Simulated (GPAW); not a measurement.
# TePt (P6_3/mmc) in GPAW: a series of runs

One crystal, TePt, is run at these levels: PBEsol; tasks: relaxation of cell and atoms.

Everything below comes from runs of GPAW 26.7.0. Logs are shortened: lines on timing, memory, paths and dates and some standing lists are left out, and cuts for length are marked. The log counts tension as positive stress, the text compression.

## Step 1: Starting point

Symmetry: P6_3/mmc, No. 194, hexagonal system. Conventional cell: a = 4.263 Å, b = 4.263 Å, c = 5.662 Å, α = 90.00°, β = 90.00°, γ = 120.00°. Around Pt (site symmetry -3m) lie 2 Pt at 2.83 Å and 6 Te at 2.84 Å. Te (site symmetry -6m2) is surrounded by 6 Pt at 2.84 Å.

Measurements of this composition are mostly on another form, of space group No. 166.

## Step 2: Relaxation of cell and atoms, PBEsol, target pressure 20 GPa, at which the enthalpy is minimised

run.py

```python
from ase import Atoms
from ase.filters import FrechetCellFilter
from ase.io import write
from ase.optimize import BFGS
from ase.units import GPa
from gpaw import GPAW, PW, setup_paths

setup_paths.insert(0, '.')

atoms = Atoms(['Pt', 'Pt', 'Te', 'Te'],
              cell=[[4.2628798384, 0.0, 0.0],
                    [-2.1314399192, 3.6917622333, 0.0],
                    [0.0, 0.0, 5.661771]],
              scaled_positions=[[0.0, 0.0, 0.0],
                                [0.0, 0.0, 0.5],
                                [0.3333333333, 0.6666666667, 0.25],
                                [0.6666666667, 0.3333333333, 0.75]],
              pbc=True)

calc = GPAW(mode=PW(600),
            xc='PBEsol',
            kpts={'size': (5, 5, 3), 'gamma': True},
            occupations={'name': 'fermi-dirac', 'width': 0.05},
            nbands=39,
            convergence={'density': 1e-05, 'forces': 0.0001},
            maxiter=150,
            txt='gpaw.txt')
atoms.calc = calc
opt = BFGS(FrechetCellFilter(atoms, scalar_pressure=20 * GPa), trajectory='relax.traj', logfile='-')
done = opt.run(fmax=0.02, steps=60)
calc.write('gs.gpw')
write('result.traj', atoms)
print('Converged:', done)
print('Cell:', atoms.cell.cellpar().round(4))
print('Volume:', round(atoms.get_volume(), 4))
print(atoms.get_scaled_positions().round(5))
```

Potentials or basis: PAW data sets generated in the run's folder for this functional, pw.

Run with:

```console
$ gpaw-setup -f PBEsol Pt Te
$ OMP_NUM_THREADS=1 python run.py
```

gpaw.txt:

```text
__  _  _
 | _ |_)|_||  |
 |__||  | ||/\| - 26.7.0

Input parameters:
  mode=PW(ecut=600.0),
  convergence={'density': 1e-05, 'forces': 0.0001},
  kpts=MonkhorstPack(size=(5, 5, 3), gamma=True),
  maxiter=150,
  nbands=39,
  occupations=Occupations(name='fermi-dirac', width=0.05),
  xc=XC(name='PBEsol')

Diagonalizing LCAO Hamiltonian
Converting LCAO to pw mode

             Te

       PtTe

       Pt

Atoms  # Å, Bohr magnetons
|   | symbol |         x |        y |        z |    initial magnetic moments |
|---|--------|-----------|----------|----------|-----------------------------|
| 0 |     Pt |  0.000000 | 0.000000 | 0.000000 | ( 0.0000,  0.0000,  0.0000) |
| 1 |     Pt |  0.000000 | 0.000000 | 2.830885 | ( 0.0000,  0.0000,  0.0000) |
| 2 |     Te | -0.000000 | 2.461175 | 1.415443 | ( 0.0000,  0.0000,  0.0000) |
| 3 |     Te |  2.131440 | 1.230587 | 4.246328 | ( 0.0000,  0.0000,  0.0000) |

Unit cell  # Å
| periodic |         x |        y |        z |  lengths |     angles |
|----------|-----------|----------|----------|----------|------------|
|      yes |  4.262880 | 0.000000 | 0.000000 | 4.262880 |  90.000000 |
|      yes | -2.131440 | 3.691762 | 0.000000 | 4.262880 |  90.000000 |
|      yes |  0.000000 | 0.000000 | 5.661771 | 5.661771 | 120.000000 |

Number of symmetries: 12
Symmetry operations  # r_c * U_cc + t_c -> r_c
|    | kind |            matrix            |
|----|------|------------------------------|
|  0 |  σ   |  1, 1, 0,  0,-1, 0,  0, 0, 1 |
|  1 |  S6  |  1, 1, 0, -1, 0, 0,  0, 0,-1 |
|  2 |  E   |  1, 0, 0,  0, 1, 0,  0, 0, 1 |
|  3 |  C2  |  1, 0, 0, -1,-1, 0,  0, 0,-1 |
|  4 |  C2  |  0, 1, 0,  1, 0, 0,  0, 0,-1 |
|  5 |  C3  |  0, 1, 0, -1,-1, 0,  0, 0, 1 |
|  6 |  S6  |  0,-1, 0,  1, 1, 0,  0, 0,-1 |
|  7 |  σ   |  0,-1, 0, -1, 0, 0,  0, 0, 1 |
|  8 |  σ   | -1, 0, 0,  1, 1, 0,  0, 0, 1 |
|  9 |  i   | -1, 0, 0,  0,-1, 0,  0, 0,-1 |
| 10 |  C3  | -1,-1, 0,  1, 0, 0,  0, 0, 1 |
| 11 |  C2  | -1,-1, 0,  0, 1, 0,  0, 0,-1 |
[... 126 lines left out ...]
convergence criteria:
- Maximum integral of absolute [dens]ity change: 1e-05 electrons / valence electron
- Maximum change in the atomic [forces] across last 2 cycles: 0.0001 eV/Ang OR
Maximum error relative to the maximum force is below inf
- Maximum [total energy] change in last 3 cyles: 0.0005 eV / valence electron
- Maximum integral of absolute [eigenst]ate change: 4e-08 eV^2 / valence electron
maximum number of iterations: 150

SCF iterations
|iter     | |      energy | eigst |  dens |force |
|---------|-|-------------|-------|-------|------|
|iter:   1| |  -22.798666 | +0.52 |       |      |
|iter:   2| |  -22.987147 | -1.38 | -1.29 |      |
|iter:   3| |-125302.475284 | +4.81 | -1.28 |      |
|iter:   4| |    2.589836 | +2.76 | +1.14 |      |
|iter:   5| |  -21.633310 | +0.68 | -0.79 |      |
|iter:   6| |  -22.594139 | -0.91 | -1.81 |      |
|iter:   7| |  -22.598555 | -2.66 | -2.10 |      |
|iter:   8| |  -22.592948c| -3.65 | -2.24 |      |
|iter:   9| |  -22.593892c| -4.13 | -2.65 |      |
|iter:  10| |  -22.593004c| -4.88 | -2.77 |      |
|iter:  11| |  -22.592961c| -5.88 | -3.33 |      |
|iter:  12| |  -22.592946c| -6.02 | -3.59 |      |
|iter:  13| |  -22.592946c| -7.78c| -4.15 |      |
|iter:  14| |  -22.592941c| -7.83c| -4.35 |      |
|iter:  15| |  -22.592942c| -8.49c| -5.16c|      |
|iter:  16| |  -22.592942c| -8.92c| -5.56c|-3.91 |
|iter:  17| |  -22.592942c| -9.48c| -6.08c|-4.07c|
[... 315 lines left out ...]
       PtTe

       Pt

Atoms  # Å, Bohr magnetons
|   | symbol |         x |         y |         z |    initial magnetic moments |
|---|--------|-----------|-----------|-----------|-----------------------------|
| 0 |     Pt | -0.000000 | -0.000000 | -0.000000 | ( 0.0000,  0.0000,  0.0000) |
| 1 |     Pt |  0.000000 | -0.000000 |  2.663048 | ( 0.0000,  0.0000,  0.0000) |
| 2 |     Te | -0.000000 |  2.315303 |  1.331524 | ( 0.0000,  0.0000,  0.0000) |
| 3 |     Te |  2.005111 |  1.157652 |  3.994573 | ( 0.0000,  0.0000,  0.0000) |

Unit cell  # Å
| periodic |         x |         y |         z |  lengths |     angles |
|----------|-----------|-----------|-----------|----------|------------|
|      yes |  4.010223 | -0.000000 |  0.000000 | 4.010223 |  90.000000 |
|      yes | -2.005111 |  3.472955 | -0.000000 | 4.010223 |  90.000000 |
|      yes |  0.000000 | -0.000000 |  5.326097 | 5.326097 | 120.000000 |
[... 213 lines left out ...]
Stress tensor  # eV/Ang^3
|         x |         y |         z |
|-----------|-----------|-----------|
| -0.162719 |  0.000000 |  0.000000 |
|  0.000000 | -0.162719 |  0.000000 |
|  0.000000 |  0.000000 | -0.173581 |

Forces  # eV/Ang
|        x |       y |        z |
|----------|---------|----------|
| -0.00000 | 0.00000 |  0.00000 |  # Pt   0
|  0.00000 | 0.00000 |  0.00000 |  # Pt   1
|  0.00000 | 0.00000 |  0.00001 |  # Te   2
|  0.00000 | 0.00000 | -0.00001 |  # Te   3

Interpolating wave functions to new cell

             Te

       PtTe
[... 498 lines left out ...]
Atoms  # Å, Bohr magnetons
|   | symbol |         x |         y |        z |    initial magnetic moments |
|---|--------|-----------|-----------|----------|-----------------------------|
| 0 |     Pt | -0.000000 | -0.000000 | 0.000000 | ( 0.0000,  0.0000,  0.0000) |
| 1 |     Pt |  0.000000 |  0.000000 | 2.689607 | ( 0.0000,  0.0000,  0.0000) |
| 2 |     Te | -0.000000 |  2.334595 | 1.344804 | ( 0.0000,  0.0000,  0.0000) |
| 3 |     Te |  2.021818 |  1.167297 | 4.034411 | ( 0.0000,  0.0000,  0.0000) |

Unit cell  # Å
| periodic |         x |        y |         z |  lengths |     angles |
|----------|-----------|----------|-----------|----------|------------|
|      yes |  4.043636 | 0.000000 | -0.000000 | 4.043636 |  90.000000 |
|      yes | -2.021818 | 3.501892 |  0.000000 | 4.043636 |  90.000000 |
|      yes |  0.000000 | 0.000000 |  5.379215 | 5.379215 | 120.000000 |

Number of symmetries: 12
Symmetry operations  # r_c * U_cc + t_c -> r_c
|    | kind |            matrix            |
|----|------|------------------------------|
|  0 |  σ   |  1, 1, 0,  0,-1, 0,  0, 0, 1 |
|  1 |  S6  |  1, 1, 0, -1, 0, 0,  0, 0,-1 |
|  2 |  E   |  1, 0, 0,  0, 1, 0,  0, 0, 1 |
|  3 |  C2  |  1, 0, 0, -1,-1, 0,  0, 0,-1 |
|  4 |  C2  |  0, 1, 0,  1, 0, 0,  0, 0,-1 |
|  5 |  C3  |  0, 1, 0, -1,-1, 0,  0, 0, 1 |
|  6 |  S6  |  0,-1, 0,  1, 1, 0,  0, 0,-1 |
|  7 |  σ   |  0,-1, 0, -1, 0, 0,  0, 0, 1 |
|  8 |  σ   | -1, 0, 0,  1, 1, 0,  0, 0, 1 |
|  9 |  i   | -1, 0, 0,  0,-1, 0,  0, 0,-1 |
| 10 |  C3  | -1,-1, 0,  1, 0, 0,  0, 0, 1 |
| 11 |  C2  | -1,-1, 0,  0, 1, 0,  0, 0,-1 |
[... 439 lines left out ...]
Stress tensor  # eV/Ang^3
|         x |         y |         z |
|-----------|-----------|-----------|
| -0.126082 |  0.000000 |  0.000000 |
|  0.000000 | -0.126082 |  0.000000 |
|  0.000000 |  0.000000 | -0.129419 |

Forces  # eV/Ang
|        x |       y |        z |
|----------|---------|----------|
| -0.00000 | 0.00000 |  0.00000 |  # Pt   0
| -0.00000 | 0.00000 |  0.00000 |  # Pt   1
| -0.00000 | 0.00000 | -0.00005 |  # Te   2
| -0.00000 | 0.00000 |  0.00005 |  # Te   3

Interpolating wave functions to new cell

             Te

       PtTe
[... 480 lines left out ...]
Forces  # eV/Ang
|        x |        y |        z |
|----------|----------|----------|
|  0.00000 | -0.00000 |  0.00000 |  # Pt   0
| -0.00000 | -0.00000 |  0.00000 |  # Pt   1
| -0.00000 |  0.00000 |  0.00002 |  # Te   2
|  0.00000 |  0.00000 | -0.00002 |  # Te   3

# Writing to gs.gpw (mode='')
```

stdout:

```text
Step          Energy          fmax
BFGS:    0      -11.486968        3.589371
BFGS:    1      -11.975406        2.824235
BFGS:    2      -12.633130        0.904064
BFGS:    3      -12.673841        0.161167
BFGS:    4      -12.674913        0.087260
BFGS:    5      -12.675125        0.096071
BFGS:    6      -12.675952        0.087261
BFGS:    7      -12.676297        0.044891
BFGS:    8      -12.676404        0.008303
Converged: True
Cell: [  4.0332   4.0332   5.4062  90.      90.     120.    ]
Volume: 76.16
[[0.      0.      0.     ]
 [0.      0.      0.5    ]
 [0.33333 0.66667 0.25   ]
 [0.66667 0.33333 0.75   ]]
```

Run time: 1.9 min. Hardware: 1 thread of Intel Xeon 6975P-C (Granite Rapids), shared host; peak memory 0.26 GiB.

What came out:

```
Free energy                                            : -22.1835 eV
Relaxed volume                                         : 19.04 Å³/atom
Relaxed cell                                           : a = 4.033 Å, b = 4.033 Å, c = 5.406 Å, α = 90.00°, β = 90.00°, γ = 120.00°
Space group after relaxing (to 0.05 Å)                 : P6_3/mmc (No. 194)
Energy change on relaxing (the enthalpy is what falls) : +105.4 meV/atom
Ionic steps                                            : 9
Pressure after relaxing                                : 20.1 GPa
Band gap on the k mesh                                 : none (metal or under the smearing width)
```

The path:
```csv
step,energy change (eV),largest force (eV/Å),pressure (GPa),volume (Å³)
1,0.0000,0.0000,-5.64,89.10
2,-0.0725,0.0000,-1.09,85.76
3,0.7127,0.0000,26.65,74.18
4,0.3801,0.0000,19.04,76.52
5,0.4168,0.0000,19.96,76.22
6,0.4221,0.0000,20.09,76.17
7,0.4341,0.0000,20.38,76.07
8,0.4302,0.0000,20.28,76.09
9,0.4217,0.0000,20.07,76.16
```

Final structure:
```
Pt Te
1.0
     4.03323    0.00000    0.00000
    -2.01662    3.49288    0.00000
     0.00000    0.00000    5.40617
Pt Te
2 2
Direct
  0.00000 0.00000 0.00000
  0.00000 0.00000 0.50000
  0.33333 0.66667 0.25000
  0.66667 0.33333 0.75000
```

Levels at points of the mesh, in eV from the Fermi level:
```
           k point  band 19  band 20  band 21  band 22  band 23  band 24  band 25  band 26
(0.00, 0.00, 0.00)    -2.00    -2.00     0.05     0.42     1.25     2.49     2.49     2.51
```

Caveat: the k mesh is coarse (spacing up to 0.37 Å⁻¹), so the values aren't converged; later steps reuse the first step's grids. Spin-orbit coupling is left out, which matters for the levels of Pt, Te.

## Step 3: Relaxation of cell and atoms, PBEsol, target pressure 30 GPa, at which the enthalpy is minimised

run.py, as its differences from that of step 2:

```diff
@@ -28,3 +28,3 @@
 atoms.calc = calc
-opt = BFGS(FrechetCellFilter(atoms, scalar_pressure=20 * GPa), trajectory='relax.traj', logfile='-')
+opt = BFGS(FrechetCellFilter(atoms, scalar_pressure=30 * GPa), trajectory='relax.traj', logfile='-')
 done = opt.run(fmax=0.02, steps=60)
```

Potentials or basis: PAW data sets generated in the run's folder for this functional, pw.

Run with:

```console
$ gpaw-setup -f PBEsol Pt Te
$ OMP_NUM_THREADS=1 python run.py
```

Wall time 1.7 min (1 thread of Intel Xeon 6975P-C (Granite Rapids), shared host); peak memory 0.27 GiB.

It converged, with:

* Free energy: -21.7236 eV
* Relaxed volume: 18.30 Å³/atom
* Relaxed cell: a = 3.977 Å, b = 3.977 Å, c = 5.345 Å, α = 90.00°, β = 90.00°, γ = 120.00°
* Space group after relaxing (to 0.05 Å): P6_3/mmc (No. 194)
* Energy change on relaxing (the enthalpy is what falls): +220.2 meV/atom
* Ionic steps: 8
* Pressure after relaxing: 30.1 GPa
* Band gap on the k mesh: none (metal or under the smearing width)

Step by step:
| step | energy change (eV) | largest force (eV/Å) | pressure (GPa) | volume (Å³) |
| --- | --- | --- | --- | --- |
| 1 | 0.0000 | 0.0000 | -5.64 | 89.10 |
| 2 | -0.0734 | 0.0000 | 0.95 | 84.50 |
| 3 | 0.9738 | 0.0000 | 31.96 | 72.75 |
| 4 | 0.8582 | 0.0000 | 29.66 | 73.35 |
| 5 | 0.8695 | 0.0000 | 29.89 | 73.28 |
| 6 | 0.8988 | 0.0001 | 30.48 | 73.12 |
| 7 | 0.8951 | 0.0000 | 30.39 | 73.13 |
| 8 | 0.8810 | 0.0000 | 30.10 | 73.21 |

Final structure:
```cif
data_structure
_symmetry_space_group_name_H-M 'P 1'
_symmetry_Int_Tables_number 1
_cell_length_a 3.9769
_cell_length_b 3.9769
_cell_length_c 5.3446
_cell_angle_alpha 90.000
_cell_angle_beta 90.000
_cell_angle_gamma 120.000
_cell_volume 73.21
loop_
_atom_site_label
_atom_site_type_symbol
_atom_site_fract_x
_atom_site_fract_y
_atom_site_fract_z
_atom_site_occupancy
Pt1 Pt 0.00000 0.00000 0.00000 1
Pt2 Pt 0.00000 0.00000 0.50000 1
Te1 Te 0.33333 0.66667 0.25000 1
Te2 Te 0.66667 0.33333 0.75000 1
```

Levels at points of the mesh, in eV from the Fermi level:
| k point | band 18 | band 19 | band 20 | band 21 | band 22 | band 23 | band 24 | band 25 | band 26 | band 27 |
| --- | --- | --- | --- | --- | --- | --- | --- | --- | --- | --- |
| (0.00, 0.00, 0.00) | -2.74 | -2.08 | -2.08 | 0.05 | 0.44 | 1.12 | 2.64 | 2.64 | 2.88 | 4.23 |

Caveat: the k mesh is coarse (spacing up to 0.37 Å⁻¹), so the values aren't converged; later steps reuse the first step's grids; the volume moved by over 15 % at a fixed basis, so the end points are rough. Spin-orbit coupling is left out, which matters for the levels of Pt, Te.
